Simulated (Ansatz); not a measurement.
**Notes on BaTiO₃**

```
Ba Ti O
1.0
     4.00172    0.00000    0.00000
     0.00000    8.00343    0.00000
     0.00000    0.00000    4.03436
Ba Ti O
2 2 6
Direct
  0.00000 0.00000 0.00000
  0.00000 0.50000 0.00000
  0.50000 0.25000 0.52200
  0.50000 0.75000 0.52200
  0.50000 0.25000 0.97900
  0.50000 0.75000 0.97900
  0.50000 0.00000 0.48800
  0.50000 0.50000 0.48800
  0.00000 0.25000 0.48800
  0.00000 0.75000 0.48800
```

Method: r2SCAN, with U_eff = 3.89 eV on Ti d (all-electron-ortho-atomic projectors), no spin polarisation; PAW, plane waves to 500 eV, 6×3×6 Γ-centred mesh, fermi-dirac occupations (width 0.1 eV) (Ansatz 0.2.0), atoms fixed.

What does the stress say?

The pressure is 0.7 GPa (compression positive), so with the atoms held at these fractions the cell would first expand. The principal stresses -0.1, -0.1, 2.2 GPa differ, so its shape would change too.

Which orbitals make up the band edges?

Within 0.7 eV of the edges, the states project mainly on O p (96 %) below the gap and on Ti d (90 %) above it.

What do density and ELF say about some of the short contacts?

Ti–O at 1.84 Å: least valence density 0.96 e/Å³ and ELF 0.26 there. Ba–O at 2.81 Å: least valence density 0.18 e/Å³ and ELF 0.08 there, a closed-shell (ionic or weak) contact. Both are smooth PAW fields, read partly inside the augmentation spheres.

Where is the largest force?

The largest is on Ti4 (and as large on other atoms): 0.43 eV/Å, components (0.00, 0.00, -0.43). It makes 180° with the line to a nearest neighbour, O6 at 1.84 Å, pointing away from it.

Is there a gap, and of what kind?

The gap is 2.72 eV, indirect (the least direct gap found is 3.06 eV).

Origin: a database entry at a rescaled volume.
